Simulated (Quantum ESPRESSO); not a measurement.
Na:

```
Na
1.0
     3.76700    0.00000    0.00000
    -1.88350    3.26232    0.00000
     0.00000    0.00000    6.15400
Na
2
Cartesian
  1.8835 1.0874 4.6155
  0.0000 2.1749 1.5385
```

This isn't the form of Na at room conditions, which is bcc.

* Program: Quantum ESPRESSO 7.5
* Task: phonons and electron-phonon coupling
* Functional: LDA
* Potentials or basis: GBRV 1.5 LDA
* Cutoff: 612 eV
* Density cutoff: 4898 eV
* k mesh: 6 × 6 × 4
* Occupations: methfessel-paxton, width 0.272 eV
* Spin: no spin polarisation
* Form of the LDA correlation: PZ81
* Mixing beta: 0.5
* Most SCF iterations: 120
* SCF threshold: 4e-10 Ry
* q mesh: 3 × 3 × 2

The cell and the atoms were relaxed first, to 33.14 Å³/atom (a = 3.649 Å, b = 3.649 Å, c = 5.748 Å, α = 90.00°, β = 90.00°, γ = 120.00°), and the response was taken there.

Levels for the coupling come from a 18 × 18 × 12 mesh; ten broadenings of the double delta from 0.07 to 0.68 eV; Tc from the McMillan formula in the Allen-Dynes form.

**Question.** How strong is the electron-phonon coupling, and what superconducting temperature follows?

**Answer.** Over broadenings from 0.27 to 0.54 eV, λ lies between 0.19 and 0.20 and ω_log near 146 K, which gives Tc from 0.0 to 0.0 K at μ* = 0.10 and from 0.0 to 0.0 K at μ* = 0.13.

Electron-phonon coupling by broadening of the double delta (levels on a 18 × 18 × 12 mesh):
| broadening (eV) | λ | N(E_F) (states/eV a spin and cell) | ω_log (K) | Tc, μ* 0.10 (K) | Tc, μ* 0.13 (K) |
| --- | --- | --- | --- | --- | --- |
| 0.07 | 0.34 | 0.455 | 161 | 0.2 | 0.1 |
| 0.14 | 0.21 | 0.444 | 165 | 0.0 | 0.0 |
| 0.20 | 0.19 | 0.444 | 155 | 0.0 | 0.0 |
| 0.27 | 0.19 | 0.444 | 149 | 0.0 | 0.0 |
| 0.34 | 0.19 | 0.444 | 147 | 0.0 | 0.0 |
| 0.41 | 0.19 | 0.443 | 145 | 0.0 | 0.0 |
| 0.48 | 0.19 | 0.443 | 145 | 0.0 | 0.0 |
| 0.54 | 0.20 | 0.442 | 145 | 0.0 | 0.0 |
| 0.61 | 0.20 | 0.442 | 145 | 0.0 | 0.0 |
| 0.68 | 0.20 | 0.442 | 145 | 0.0 | 0.0 |

Phonon frequencies at the corners of the path (cm⁻¹, interpolated; i marks imaginary ones):
```
point              frequencies
    Γ          0 0 0 60 60 151
    M    51 77 101 120 123 129
    K  101 103 103 111 111 125
    A      41 41 41 41 100 100
    L      80 80 80 80 138 138
    H    62 62 111 111 132 132
```

Coupling and linewidth of each mode at the computed q points (broadening 0.27 eV):
```csv
q,cm⁻¹,λ of the modes,linewidths (GHz)
"(0.00, 0.00, -0.50)",41 41 41 41 100 100,0.00 0.00 0.00 0.00 0.06 0.06,0 0 0 0 3 3
"(0.00, 0.33, 0.00)",41 60 93 100 120 129,0.01 0.01 0.00 0.08 0.04 0.03,0 0 0 4 3 3
"(0.00, 0.33, -0.50)",72 72 79 79 126 126,0.00 0.00 0.02 0.02 0.08 0.08,0 0 1 1 6 6
"(0.33, 0.33, 0.00)",101 103 103 111 111 125,0.02 0.01 0.01 0.06 0.06 0.11,1 1 1 4 4 9
"(0.33, 0.33, -0.50)",62 62 111 111 132 132,0.00 0.00 0.05 0.05 0.03 0.03,0 0 3 3 3 3
```

The smallest broadenings aren't converged on these meshes, and μ* is assumed, not computed; spin fluctuations are left out.

Caveat: the k mesh is coarse; the mesh is thin for the phonons of a metal; λ from interpolated matrix elements is rough: modes that symmetry makes equal can differ by tens of percent.
